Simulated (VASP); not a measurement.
**P in VASP: convergence with ENAUG**

Crystal: P.

```
P
1.0
     4.82797   -4.29247    0.00000
     4.82797    4.29247    0.00000
    -0.02372    0.00000    5.58062
P
8
Direct
  0.77333 0.51954 0.25013
  0.48123 0.22653 0.74704
  0.22684 0.48072 0.74723
  0.51939 0.77390 0.25547
  0.28198 0.28634 0.42826
  0.71383 0.71563 0.57083
  0.15513 0.15912 0.74894
  0.84325 0.84350 0.24854
```

This isn't the form of P at room conditions, which is orthorhombic.

The cell isn't the ideal one: atoms moved at random, drawn with an rms of 0.02 Å.

* Program: VASP 6.6.1
* Task: single point
* Functional: PBE
* Potentials or basis: VASP PAW PBE potentials, release 64 (P)
* Cutoff: 520 eV
* k mesh: 3 × 3 × 4
* Occupations: gaussian, width 0.02 eV
* Spin: no spin polarisation

These are the settings of the first run; the series varies ENAUG, with any setting tied to it.

Hardware: 1 thread of Intel(R) Xeon(R) 6975P-C (Granite Rapids) (shared host).

```
ENAUG  energy less the tightest run, at zero smearing (meV/atom)  largest force (eV/Å)  SCF cycles  CPU time (s)  peak memory (GiB)
  300                                                      -0.03                 0.660          16            45               0.18
  400                                                       0.04                 0.658          16            38               0.19
  500                                                      -0.03                 0.661          16            34               0.19
  700                                                       0.02                 0.658          16            33                0.2
  900                                                       0.00                 0.659          16            34               0.22
 1200                                                       0.01                 0.659          16            38               0.23
 1600                                                       0.00                 0.659          16            32               0.27
```

Against the tightest run, the energy stays within 1 meV/atom from 300 on; the largest force stays within 0.005 eV/Å from 300 on. The tightest run that finished is the yardstick and may itself not be fully converged.
